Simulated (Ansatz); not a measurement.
**RbBr (CsCl type): how the settings move a single-point run**

Aim: see which settings change the result for RbBr (CsCl type), by how much, and at what cost.

Computed with Ansatz 0.2.0 (reference: DFT, LDA, PAW with Ansatz's default frozen-core files, scalar-relativistic, unless a step's input says otherwise).

### 1 The system as given

The structure is cubic, space group Pm-3m (No. 221). Conventional cell: a = 3.038 Å, b = 3.038 Å, c = 3.038 Å, α = 90.00°, β = 90.00°, γ = 90.00°. Around Rb (site symmetry m-3m) lie 8 Br at 2.63 Å. Around Br (site symmetry m-3m) lie 8 Rb at 2.63 Å.

As a file:

```cif
data_structure
_symmetry_space_group_name_H-M 'P 1'
_symmetry_Int_Tables_number 1
_cell_length_a 3.0384
_cell_length_b 3.0384
_cell_length_c 3.0384
_cell_angle_alpha 90.000
_cell_angle_beta 90.000
_cell_angle_gamma 90.000
_cell_volume 28.05
loop_
_atom_site_label
_atom_site_type_symbol
_atom_site_fract_x
_atom_site_fract_y
_atom_site_fract_z
_atom_site_occupancy
Rb1 Rb 0.00000 0.00000 0.00000 1
Br1 Br 0.50000 0.50000 0.50000 1
```

### 2 Baseline

input.yaml reads:

```yaml
crystal:
  lattice:
    - [3.0383662215, 0.0, 0.0]
    - [0.0, 3.0383662215, 0.0]
    - [0.0, 0.0, 3.0383662215]
  atoms:
    - { symbol: Rb, position: [0.0, 0.0, 0.0] }
    - { symbol: Br, position: [0.5, 0.5, 0.5] }
kpoints:
  mp_grid: { grid: [12, 12, 12] }
  band_path:
    path:
      - [0.0, 0.0, 0.0]
      - [0.0, 0.5, 0.0]
      - [0.5, 0.5, 0.0]
      - [0.0, 0.0, 0.0]
      - [0.5, 0.5, 0.5]
      - [0.0, 0.5, 0.0]
      - [0.5, 0.5, 0.5]
      - [0.5, 0.5, 0.0]
    npoints: 8
scf:
  occupations: { method: fermi_dirac, width: 0.1 }
hamiltonian:
  xc: lda
  pseudopotentials: { kind: paw }
output:
  forces: true
  stress: true
  eigenvalues: true
  populations: true
  dos: { projected: true, de: 0.2, e_range: [-14, 8] }
```

On the command line:

```bash
> ansatz run input.yaml --threads 1 --pin off --max-ram 2048MiB --backend cpu --events-out ev --progress --plain --runs-dir out
```

### 3 Changing settings: symmetry.detect false

Changes to input.yaml since step 2:

```diff
@@ -8,2 +8,3 @@
     - { symbol: Br, position: [0.5, 0.5, 0.5] }
+  symmetry: { detect: false }
 kpoints:
@@ -31,2 +32 @@
   populations: true
-  dos: { projected: true, de: 0.2, e_range: [-14, 8] }
```

What does the calculation give? Wanted: for each run, ending; energy change; pressure; gap; force.

The runs gave:

```csv
run,ending,energy change,pressure (GPa),gap (eV),force (eV/Å),cycles,time
reference,converged,0,125.9,0.86,0.00,6,3.3 s
1: symmetry.detect false,converged,0.0 meV/atom,125.9,0.86,0.00,6,50 s
```

Times don't compare one to one where runs were asked for different outputs or read a saved state (see the inputs); cycles may leave out searches for a lower state.

Residual by cycle in the longest SCF loop of each run; runs are numbered as in the table. The quantity is the density residual dr2, in eV.

```csv
cycle,reference,run 1
1,0.0504,0.0503
2,0.00125,0.00125
3,2.3e-4,2.3e-4
4,1.3e-6,1.1e-6
5,5.5e-8,5.0e-8
6,6.0e-10,2.2e-10
```

What this shows: Energy and cycle count are those of the reference, so the change (use of symmetry) left the result and the number of cycles as they were. The structure is not at rest: the sound run finds 126 GPa, so these are no properties of the relaxed crystal. 
